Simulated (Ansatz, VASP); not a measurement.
C: VASP beside Ansatz

```
C
1.0
     0.00000    1.78574    1.78574
     1.78574    0.00000    1.78574
     1.78574    1.78574    0.00000
C
2
Cartesian
  1.7857 1.7857 1.7857
  2.6786 2.6786 2.6786
```

This isn't the form of C at room conditions, which is graphite.

Alike in both runs: task single point; functional PBE; k mesh 12 × 12 × 12; occupations gaussian, width 0.05 eV; no spin polarisation.

```csv
,VASP,Ansatz
version,VASP 6.6.1,Ansatz 0.2.0
potentials or method,"VASP PAW PBE potentials, release 64 (C)","scalar-relativistic, plane waves, PAW"
plane-wave cutoff (eV),520,420
valence electrons in the cell,8,8
```

|  | VASP | Ansatz | Ansatz less VASP |
| --- | --- | --- | --- |
| gap on the k mesh at the Fermi level (eV) | 4.14 | 4.15 | +0.007 |
| least direct gap on the mesh (eV) | 5.58 | 5.58 | +0.004 |
| pressure (GPa) | 0.7 | 0.0 | -0.66 |
